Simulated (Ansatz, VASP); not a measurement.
**One calculation of TiC, two programs**

```
Ti C
1.0
     3.10309    0.00000    0.00000
     1.55155    2.68736    0.00000
     1.55155    0.89579    2.53367
Ti C
1 1
Direct
  0.00000 0.00000 0.00000
  0.50000 0.50000 0.50000
```

Change from the starting cell: volume scaled by 1.04.

Alike in both runs: task single point; functional LDA; k mesh 11 × 11 × 11; occupations fermi-dirac, width 0.05 eV; no spin polarisation.

|  | VASP | Ansatz |
| --- | --- | --- |
| version | VASP 6.6.1 | Ansatz 0.2.0 |
| potentials or method | VASP PAW LDA potentials, release 64 (Ti_sv, C), cutoff 520 eV | all-electron LAPW, scalar-relativistic |

```csv
,VASP,Ansatz,Ansatz less VASP
gap on the k mesh at the Fermi level (eV),none,none,-
pressure (GPa),-20.4,-20.8,-0.44
```

A gap of «none» marks a metal or a gap that the smearing closes. Ansatz ran all-electron here, so the differences hold the error of VASP's frozen core and of both bases.

Caveats: so large a pressure means that the cell lies far from this level's equilibrium, or that cutoff or potentials fall short (VASP).
